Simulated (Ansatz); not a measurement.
# K2S (Fm-3m): zero-pressure volume and bulk modulus with revPBE + D4

One table from this session's results is given with a row withheld; the runs are named, their logs left out.

Method: DFT revPBE + D4, scalar-relativistic, plane waves, PAW, in Ansatz 0.2.0.

1 further run of the same task is left out (it didn't finish). Runs told in other sessions of the task aren't counted.

## The system as given

The structure is cubic, space group Fm-3m (No. 225). Conventional cell: a = 7.391 Å, b = 7.391 Å, c = 7.391 Å, α = 90.00°, β = 90.00°, γ = 90.00°. K (site symmetry -43m) has 4 S at 3.20 Å in its first shell of neighbours. S (site symmetry m-3m) has 8 K at 3.20 Å in its first shell of neighbours.

As a file:

```
CELL_PARAMETERS angstrom
0.00000 3.69550 3.69550
3.69550 0.00000 3.69550
3.69550 3.69550 0.00000
ATOMIC_POSITIONS crystal
K 0.25000 0.25000 0.25000
K 0.75000 0.75000 0.75000
S 0.00000 0.00000 0.00000
```

At PBE, an earlier run found 0.57 GPa for this cell of 33.646 Å³/atom (6×6×6 mesh), mesh gap 2.40 eV.

The first run:

File input.yaml:

```yaml
crystal:
  lattice:
    - [0.0, 3.6954997636, 3.6954997636]
    - [3.6954997636, 0.0, 3.6954997636]
    - [3.6954997636, 3.6954997636, 0.0]
  atoms:
    - { symbol: K, position: [0.25, 0.25, 0.25] }
    - { symbol: K, position: [0.75, 0.75, 0.75] }
    - { symbol: S, position: [0.0, 0.0, 0.0] }
basis:
  ecutwfc: 420
  ecutrho_ratio: 4
kpoints:
  mp_grid: { grid: [6, 6, 6] }
hamiltonian:
  xc: revpbe
  dispersion: d4
scf:
  occupations: { method: gaussian, width: 0.05 }
output:
  forces: true
  stress: true
  eigenvalues: true
```

Launch:

```console
ansatz run input.yaml --threads 4 --pin off --max-ram 8192MiB --backend cpu --events-out ev --progress --plain --runs-dir out
```

Steps of the session up to this table: At the given cell; Stepping to 33.835 Å³/atom; Stepping to 35.206 Å³/atom; Volume × 0.98 of the new zero; Volume × 1.02 of the new zero; Volume × 0.96 of the new zero; Volume × 1.04 of the new zero.

One table of the session follows, with a row left open; its other results are not shown here.

It belongs to the step «Energy and pressure against volume». 

| volume (Å³/atom) | energy (meV/atom) | pressure (GPa) |
| --- | --- | --- |
| 33.797 | 3.17 | 0.75 |
| 34.501 | ? | ? |
| 35.206 | 0.00 | -0.01 |
| 35.910 | 0.75 | -0.33 |
| 36.614 | 2.84 | -0.62 |

Q: Estimate the row for volume (Å³/atom) = 34.501 from the others.

Worked estimate for «energy (meV/atom)». A straight line through the neighbours (33.797, 3.17) and (35.206, 0.00) gives 3.17 + (0.00 − 3.17) × (34.501 − 33.797) / (35.206 − 33.797) = 1.59; a parabola fitted to 3 rows on both sides gives 0.81.

The run gave: energy (meV/atom): 0.75; pressure (GPa): 0.35. In «energy (meV/atom)» the line misses by +0.84 and the parabola by +0.06.
